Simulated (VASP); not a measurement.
CdSe (CsCl): gaps by functional in VASP

```
Cd Se
1.0
     3.53310    0.00000    0.00000
     0.00000    3.53310    0.00000
     0.00000    0.00000    3.53310
Cd Se
1 1
Direct
  0.00000 0.00000 0.00000
  0.50000 0.50000 0.50000
```

All runs share this cell. Band v is the last that the valence electrons fill when counted band by band, and c is the next. A negative gap between them is a band overlap, as in a metal.

| level | gap (eV) | least direct gap (eV) | pressure (GPa) |
| --- | --- | --- | --- |
| PBE | -1.35 | 0.00 | 1.5 |
| r²SCAN | -1.24 | 0.14 | 0.1 |
| LDA | -1.35 | 0.00 | -4.5 |
| PBEsol | -1.36 | 0.00 | -2.4 |
| PBE with spin–orbit coupling | -1.28 | 0.00 | – |
